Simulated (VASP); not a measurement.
For cubic NaBr (rock salt), PBEsol GGA, VASP's PBE PAW potentials (set 64) run with VASP gives ε∞ = 2.94, a static ε₀ = 6.34 and a transverse optical mode at 141 cm⁻¹.

Estimate the longitudinal optical frequency at Γ.

By the Lyddane-Sachs-Teller relation, ω_LO = ω_TO √(ε₀/ε∞) = 141 × √(6.34/2.94) = 207 cm⁻¹.

Measured: ε∞ 2.61 at 297 K (computed value off by +12.6 %), as given by H. H. Li, Journal of Physical and Chemical Reference Data (1976), doi:10.1063/1.555536 [long-wavelength limit of the electronic terms of a dispersion formula fitted to measured refractive indices over 0.21-34.0 um; lattice terms left out].

The compound is NaBr in the rock salt structure. It was relaxed first.
